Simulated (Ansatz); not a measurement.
# Si (I4_1/amd) in Ansatz: further runs

One crystal, Si, is run at these levels: PBE, LDA, PBEsol; tasks: band structure.

Program: Ansatz 0.2.0. These are calculated values, not measurements. Logs are shortened: lines on timing, memory, paths and dates and some standing lists are left out, and cuts for length are marked.

**1. The crystal as given**

Symmetry: I4_1/amd, No. 141, tetragonal system. The conventional cell has a = 4.743 Å, b = 4.743 Å, c = 2.659 Å, α = 90.00°, β = 90.00°, γ = 90.00°. Si (site symmetry -4m2) is surrounded by 6 Si at 2.46 to 2.66 Å.

This isn't the form of Si at room conditions, which is diamond.

**2. Band structure, PBE**

Contents of input.yaml:

```yaml
crystal:
  lattice:
    - [-2.3713723045, 2.3713723045, 1.3292653899]
    - [2.3713723045, -2.3713723045, 1.3292653899]
    - [2.3713723045, 2.3713723045, -1.3292653899]
  atoms:
    - { symbol: Si, position: [0.5, 0.5, 0.0] }
    - { symbol: Si, position: [0.25, 0.75, 0.5] }
kpoints:
  mp_grid: { grid: [11, 11, 11] }
  band_path:
    path:
      - [0.0, 0.0, 0.0]
      - [0.0, 0.0, 0.5]
      - [-0.5, 0.5, 0.5]
      - [0.0, 0.0, 0.0]
      - [0.3285532063, 0.3285532063, -0.3285532063]
      - [0.25, 0.25, 0.25]
      - [0.0, 0.5, 0.0]
      - [-0.3285532063, 0.6714467937, 0.3285532063]
    npoints: 12
scf:
  occupations: { method: fermi_dirac, width: 0.05 }
hamiltonian:
  xc: pbe
  pseudopotentials: { kind: all_electron, lapw: { basis_error: 0.001 } }
output:
  forces: true
  stress: true
  eigenvalues: true
```

Potentials or basis: all-electron LAPW, scalar-relativistic.

On the command line:

```console
ansatz run input.yaml --threads 1 --pin off --max-ram 3072MiB --backend cpu --events-out ev --progress --plain --runs-dir out
```

Log:

```text
Warning: RAYON_NUM_THREADS=1 ignored (pool sized by the plan → 1); use --threads N
LAPW: plane waves up to 7.055 Å⁻¹, error target 1.0e-3 eV per atom; small_component_spin mean_spin; Si in spheres of 1.231 Å, 12 of its electrons in bands, Dirac shells [] (how accurate: hamiltonian.pseudopotentials.lapw.basis_error, Limitations)
Engine: ansatz 0.2.0, x86_64-unknown-linux-gnu
Pseudopotentials: kind: all_electron
Pseudopotential: Si, LAPW, valence charge 12, lapw/all_electron/scalar/gaussian/Si, Koelling and Harmon's equation, gaussian nucleus
Functional definition: PBE
  parameter kappa = 0.804
  parameter beta = 0.06672455060314922
  exchange = pbe_x(kappa = kappa, mu = beta*pi^2/3)
  correlation = pbe_c(beta = beta)
Crystal: 2 atoms, lattice volume = 29.900 Å³
Basis set: ecut = 189.64119251652872 eV, 175 PW (Γ), FFT grids on a1+a2, a2, a3, exchange–correlation at level 2
Bands: 16, of which v1, the nominal top of the filled ones, is band 12 counted from 1 (11 counted from 0)
Symmetry: 16 space group operations
Space group: I41/amd (ITA 141), of the structure as read, at distance tolerance 3.1e-5 Å
k-points: 126 of 1331
Non-local potential: Si, projectors of the file, none
Initial density: superposition of atomic densities (chi_scale 0.1, normalization cell)
Initial wavefunctions: plane waves of lowest kinetic energy (no species holds an atomic orbital)
Functional: x = pbe(κ = 0.804, μ = 0.2195149727645171), c = pbe(β = 0.06672455060314922)
iter 1 solved again at ethr=3.98e-4 eV; its pass at ethr=1.00e-1 eV (dr2=9.55e-2 eV) is discarded
SCF iter   1: F=—  HF=-15783.951396 eV  |F-HF|=—  |Δ(HF+E_count)|=         —  Δρ=2.36e-2  dr2=9.54e-2  ethr=3.98e-4  ⟨swp⟩=2.8  Hψ=14322  notcnv=0
preconditioner: auto → none  [metal: Δε(μ)=0.014 eV  Ē_g=10.234 eV  σ=0.050 eV  W_gap=0.07  n_scr=4 (ndim 8)  ℏωp=19.2 eV  f_vac=0.000  D(μ)=0.83/eV (n_scr^D=4)  sad-step TF]
SCF iter   2: F=—  HF=-15783.942526 eV  |F-HF|=—  |Δ(HF+E_count)|=   8.87e-3  Δρ=1.53e-2  dr2=4.38e-2  ethr=3.97e-4  ⟨swp⟩=2.0  Hψ=5436  notcnv=0
iter 3 solved again at ethr=9.33e-7 eV; its pass at ethr=1.82e-4 eV (dr2=2.24e-4 eV) is discarded
SCF iter   3: F=—  HF=-15783.940700 eV  |F-HF|=—  |Δ(HF+E_count)|=   1.83e-3  Δρ=1.10e-3  dr2=2.24e-4  ethr=9.33e-7  ⟨swp⟩=2.2  Hψ=9774  notcnv=0
SCF iter   4: F=—  HF=-15783.940767 eV  |F-HF|=—  |Δ(HF+E_count)|=         —  Δρ=1.80e-4  dr2=5.67e-6  ethr=9.32e-7  ⟨swp⟩=2.0  Hψ=5313  notcnv=0
the basis was enlarged: its passes take 222.5 KiB over the memory plan, 1 of 1 planned eigensolver slots
SCF iter   5: F=—  HF=-15783.940772 eV  |F-HF|=—  |Δ(HF+E_count)|=   4.70e-6  Δρ=2.61e-5  dr2=1.09e-7  ethr=2.36e-8  ⟨swp⟩=2.4  Hψ=5398  notcnv=0
SCF iter   6: F=-15783.940772 eV  HF=-15783.940772 eV  |F-HF|=3.06e-10  |Δ(HF+E_count)|=   1.38e-7  Δρ=2.18e-6  dr2=7.65e-10  ethr=4.55e-10  ⟨swp⟩=3.0  Hψ=5820  notcnv=0
SCF 1 converged in 6 iterations: F = -15783.940772 eV  dr2 = 7.65e-10
NSCF: frozen V_eff on 85 k-points
SCF converged after 6 iterations
Free energy (F): -15783.940772 eV
Harris-Foulkes:  -15783.940772 eV  (|F-HF|=3.06e-10)
Internal energy: -15783.933958 eV  (E = F + TS)
E sigma→0 (E₀):  -15783.937365 eV
Entropy (-TS):   -0.006814 eV (-3.407 meV/atom)
Fermi energy:    11.597502 eV
--- Per-component energies (eV) ---
  E_band       = -1387.712527
  E_kinetic    = 15829.447520
  E_xc         = -1137.196090
  E_electrostatic = -30476.185388  (all electrons and nuclei)
  E_smearing   = -0.006814  (= −TS)
  E_closure    = 0.000000  (closes the sum)
  E_atoms      = -15773.713766  (free atoms, spherical and without spin; not in F)
  Σ components = -15783.940772   (vs F -15783.940772, Δ=0.00e0)
  Basis errors (estimates in eV, not in F): energy 4.5e-4 per atom: plane waves 4.2e-4 (2.3e-4 summed), levels above the bands 1.2e-39, relativity 7.5e-9, radial functions 2.6e-5, core shells 3.5e-13; eigenvalues (radial functions only) 2.0e-6; not estimated: angular momenta, meshes, grids; target (lapw.basis_error) 1.0e-3; muffin-tin radii Si 1.231 Å
--- Forces (eV/Å), atoms counted from 1 ---
  atom   1  Si     0.00000000     0.00000000     0.00000000
  atom   2  Si     0.00000000     0.00000000     0.00000000
  max |Σ_I F_I| component: 0.00e0 eV/Å
--- Stress (GPa, compression-positive) ---
        3.781735       0.000000       0.000000
        0.000000       3.781735      -0.000000
        0.000000      -0.000000       2.103391
  P = ⅓ Tr σ = 3.2223 GPa (32.223 kbar)
--- Band table (eV; the first three rows and the last of 126) ---
  k-point 0: bands = ["-122.7445", "-122.7406", "-78.8037", "-78.8033", "-78.7837", "-78.7837", "-78.7691", "-78.7691", "-2.3168", "9.1426", "9.1426", "9.8498", "13.1466", "19.1148", "20.7234", "20.7317"]
  k-point 1: bands = ["-122.7445", "-122.7407", "-78.8038", "-78.8033", "-78.7834", "-78.7833", "-78.7694", "-78.7693", "-2.2111", "7.7176", "9.2378", "10.8245", "13.8618", "18.1052", "20.0873", "20.5965"]
  k-point 2: bands = ["-122.7442", "-122.7409", "-78.8038", "-78.8034", "-78.7825", "-78.7824", "-78.7702", "-78.7701", "-1.8945", "5.9514", "9.5231", "11.5471", "15.6833", "16.5788", "18.8237", "20.3092"]
  k-point 125: bands = ["-122.7426", "-122.7425", "-78.8035", "-78.8035", "-78.7851", "-78.7848", "-78.7681", "-78.7678", "2.7496", "3.3818", "4.7725", "5.3973", "17.1359", "17.1526", "24.1429", "24.6473"]
```

Wall time 9.3 s (1 thread of Intel Xeon Platinum 8488C (Sapphire Rapids), shared host); peak memory 0.33 GiB.

Results:

* Free energy: -15783.9408 eV
* Pressure: 3.2 GPa
* Band gap along the path: none (metal or under the smearing width)

Stress tensor (GPa, compression positive):
```
3.78 0.00 0.00
0.00 3.78 0.00
0.00 0.00 2.10
```

Levels at the corners of the path, in eV from the Fermi level:
| point | band 10 | band 11 | band 12 | band 13 | band 14 | band 15 |
| --- | --- | --- | --- | --- | --- | --- |
| Γ | -2.45 | -2.45 | -1.75 | 1.55 | 7.52 | 9.13 |
| X | -10.75 | 0.40 | 0.40 | 2.76 | 2.76 | 8.14 |
| M | -8.27 | -6.87 | -6.87 | 5.51 | 5.51 | 13.34 |
| Γ | -2.45 | -2.45 | -1.75 | 1.55 | 7.52 | 9.13 |
| Z | -5.90 | -4.69 | -4.66 | -4.66 | 6.22 | 6.32 |
| P | -6.35 | -5.22 | -5.22 | 4.22 | 4.22 | 6.22 |
| N | -6.91 | -2.12 | -1.85 | -1.50 | 1.04 | 4.59 |
| Z1 | -5.90 | -4.69 | -4.66 | -4.66 | 6.22 | 6.32 |

**3. Band structure, LDA**

Changes to input.yaml since step 2:

```diff
@@ -24,3 +24,3 @@
 hamiltonian:
-  xc: pbe
+  xc: lda
   pseudopotentials: { kind: all_electron, lapw: { basis_error: 0.001 } }
```

Potentials or basis: all-electron LAPW, scalar-relativistic.

On the command line:

```console
ansatz run input.yaml --threads 1 --pin off --max-ram 3072MiB --backend cpu --events-out ev --progress --plain --runs-dir out
```

Wall time 8.6 s (1 thread of Intel Xeon Platinum 8488C (Sapphire Rapids), shared host); peak memory 0.33 GiB.

Results (log left out):

```yaml
Free_energy: -15729.9380 eV
Pressure: -0.9 GPa
Band_gap_along_the_path: none (metal or under the smearing width)
```

Stress tensor (GPa, compression positive):
```
-0.45  0.00  0.00
 0.00 -0.45  0.00
 0.00  0.00 -1.70
```

Levels at the corners of the path, in eV from the Fermi level:
| point | band 10 | band 11 | band 12 | band 13 | band 14 | band 15 |
| --- | --- | --- | --- | --- | --- | --- |
| Γ | -2.43 | -2.43 | -1.80 | 1.59 | 7.50 | 8.99 |
| X | -10.71 | 0.41 | 0.41 | 2.73 | 2.73 | 8.04 |
| M | -8.25 | -6.83 | -6.83 | 5.49 | 5.49 | 13.13 |
| Γ | -2.43 | -2.43 | -1.80 | 1.59 | 7.50 | 8.99 |
| Z | -5.89 | -4.65 | -4.62 | -4.62 | 6.09 | 6.31 |
| P | -6.34 | -5.18 | -5.18 | 4.21 | 4.21 | 6.16 |
| N | -6.87 | -2.10 | -1.82 | -1.53 | 1.08 | 4.54 |
| Z1 | -5.89 | -4.65 | -4.62 | -4.62 | 6.09 | 6.31 |

**4. Band structure, PBEsol**

Changes to input.yaml since step 3:

```diff
@@ -24,3 +24,3 @@
 hamiltonian:
-  xc: lda
+  xc: pbesol
   pseudopotentials: { kind: all_electron, lapw: { basis_error: 0.001 } }
```

On the command line:

```console
ansatz run input.yaml --threads 1 --pin off --max-ram 3072MiB --backend cpu --events-out ev --progress --plain --runs-dir out
```

Wall time 8.5 s (1 thread of Intel Xeon Platinum 8488C (Sapphire Rapids), shared host); peak memory 0.33 GiB.

Results (log left out):

```yaml
Free_energy: -15755.5412 eV
Pressure: 0.7 GPa
Band_gap_along_the_path: none (metal or under the smearing width)
```

Stress tensor (GPa, compression positive):
```
 1.28  0.00  0.00
 0.00  1.28  0.00
 0.00  0.00 -0.50
```

Levels at the corners of the path, in eV from the Fermi level:
```tsv
point	band 10	band 11	band 12	band 13	band 14	band 15
Γ	-2.45	-2.45	-1.74	1.49	7.54	9.11
X	-10.75	0.41	0.41	2.74	2.74	8.11
M	-8.25	-6.89	-6.89	5.50	5.50	13.31
Γ	-2.45	-2.45	-1.74	1.49	7.54	9.11
Z	-5.89	-4.70	-4.68	-4.68	6.22	6.31
P	-6.33	-5.23	-5.23	4.23	4.23	6.20
N	-6.92	-2.11	-1.84	-1.49	1.00	4.58
Z1	-5.89	-4.70	-4.68	-4.68	6.22	6.31
```

**5. Overview**

```csv
level,cutoff (eV),pressure (GPa)
PBE,190,3.2
LDA,191,-0.9
PBEsol,190,0.7
```

Alike in all rows: task band structure; potentials or basis all-electron LAPW, scalar-relativistic; no spin polarisation; cell as given; k mesh 11 × 11 × 11; smearing fermi-dirac 0.05 eV; basis error allowed 0.001 eV/atom.

The pressure there spans -0.9 GPa (LDA) to 3.2 GPa (PBE); a positive pressure means that this level wants a larger cell, a negative one a smaller.

Compare energies only between runs with the same functional and basis.
